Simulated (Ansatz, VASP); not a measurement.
# V in VASP and in Ansatz

POSCAR

```
V
1.0
   -1.4606775013      1.4606775013      1.4606775013
    1.4606775013     -1.4606775013      1.4606775013
    1.4606775013      1.4606775013     -1.4606775013
V
1
Direct
    0.0000000000      0.0000000000      0.0000000000
```

Contents of INCAR.step1:

```
SYSTEM = V
  PREC = Accurate
  ENCUT = 520
  ISMEAR = 0
  SIGMA = 0.1
  LREAL = .FALSE.
  LASPH = .TRUE.
  NELM = 80
  NBANDS = 12
  GGA = PE
  ALGO = Normal
  EDIFF = 1E-4
  LWAVE = .TRUE.
  LCHARG = .FALSE.
```

The input INCAR.step2:

```
SYSTEM = V
  PREC = Accurate
  ENCUT = 520
  EDIFF = 1E-6
  ISMEAR = 0
  SIGMA = 0.1
  LREAL = .FALSE.
  LASPH = .TRUE.
  NELM = 80
  ALGO = Normal
  ISIF = 2
  LWAVE = .FALSE.
  LCHARG = .TRUE.
  METAGGA = R2SCAN
  LMIXTAU = .TRUE.
  LELF = .TRUE.
  LVHAR = .TRUE.
  NBANDS = 12
  ISTART = 1
```

KPOINTS

```
Automatic mesh
0
G
  20 20 20
  0 0 0
```

Input for Ansatz:

```yaml
crystal:
  lattice:
    - [-1.4606775013, 1.4606775013, 1.4606775013]
    - [1.4606775013, -1.4606775013, 1.4606775013]
    - [1.4606775013, 1.4606775013, -1.4606775013]
  atoms:
    - { symbol: V, position: [0.0, 0.0, 0.0] }
basis:
  ecutwfc: 500
kpoints:
  mp_grid: { grid: [20, 20, 20] }
hamiltonian:
  xc: r2scan
scf:
  occupations: { method: gaussian, width: 0.1 }
output:
  forces: true
  stress: true
  eigenvalues: true
  write_density: true
  write_potential: true
  elf: true
  volumetric_format: npy
```

Alike in both runs: task single point; functional r2SCAN; k mesh 20 × 20 × 20; occupations gaussian, width 0.1 eV; no spin polarisation.

|  | VASP | Ansatz |
| --- | --- | --- |
| version | VASP 6.6.1 | Ansatz 0.2.0 |
| potentials or method | VASP PAW PBE potentials, release 64 (V_sv) | scalar-relativistic, plane waves, PAW |
| plane-wave cutoff (eV) | 520 | 500 |
| valence electrons in the cell | 13 | 13 |

|  | VASP | Ansatz | Ansatz less VASP |
| --- | --- | --- | --- |
| gap on the k mesh at the Fermi level (eV) | none | none | - |
| pressure (GPa) | 14.4 | 13.5 | -0.95 |

A gap of «none» marks a metal or a gap that the smearing closes.

Caveats: the PAW data sets were made with another functional, which shifts forces and pressure a little (VASP).
